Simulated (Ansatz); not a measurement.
GaP (zincblende): G0W0 against its settings

GaP built on the zincblende prototype, relaxed with r2SCAN; one-shot G0W0 in Ansatz without spin-orbit coupling. (Simulation; spin polarisation is off.)

```
CELL_PARAMETERS angstrom
0.00000 2.72540 2.72540
2.72540 0.00000 2.72540
2.72540 2.72540 0.00000
ATOMIC_POSITIONS crystal
Ga 0.00000 0.00000 0.00000
P 0.25000 0.25000 0.25000
```

Gaps are read over the mesh points alone. G0W0 values are finite-basis, finite-mesh values.

| start | potentials | frequency model | mesh | empty bands | screening cutoff (eV) | Kohn-Sham gap (eV) | G0W0 gap (eV) |
| --- | --- | --- | --- | --- | --- | --- | --- |
| PBE | PAW | contour deformation | 6×6×6 | 91 | 100 | 1.65 | 2.08 |
| PBE | PAW | contour deformation | 6×6×6 | 222 | 180 | 1.65 | 2.18 |
| PBE | PAW | contour deformation | 6×6×6 | 430 | 260 | 1.65 | 2.21 |
| HSE06 | PAW | contour deformation | 6×6×6 | 222 | 180 | 2.29 | 2.48 |
| r2SCAN | PAW | contour deformation | 6×6×6 | 222 | 180 | 1.90 | 2.34 |
| PBE0 | PAW | contour deformation | 6×6×6 | 222 | 180 | 2.96 | 2.64 |
| PBE | PAW | Godby-Needs pole | 6×6×6 | 222 | 180 | 1.65 | 2.13 |
| PBE | PAW | contour deformation | 8×8×8 | 65 | 80 | 1.64 | 2.05 |
| PBE | norm-conserving | contour deformation | 6×6×6 | 222 | 180 | 1.65 | 2.17 |

G0W0 moves the gap on the mesh from 1.65 eV (PBE) to 2.21 eV (Γ to X). Renormalisation factors Z lie between 0.73 and 0.79.

Raising bands and cutoff together moves the gap by +0.10 eV (100 to 180 eV), then +0.03 eV (180 to 260 eV); the last step is small, which bounds nothing strictly. Starting from HSE06 (2.29 eV against PBE's 1.65 eV) gives 2.48 eV, +0.30 eV from G0W0@PBE at the same screening cutoff. Starting from r2SCAN (1.90 eV against PBE's 1.65 eV) gives 2.34 eV, +0.16 eV from G0W0@PBE at the same screening cutoff. Starting from PBE0 (2.96 eV against PBE's 1.65 eV) gives 2.64 eV, +0.46 eV from G0W0@PBE at the same screening cutoff. The Godby-Needs plasmon pole differs from contour deformation by -0.05 eV. Norm-conserving potentials (wave cutoff 1088 eV against 420 eV) shift the quasiparticle gap by -0.01 eV and the PBE gap by 0.00 eV. r2SCAN runs take a wave cutoff of 500 eV.

With a shallow d shell on the cation, G0W0 converges slowly in bands and cutoff, so these values are in doubt.
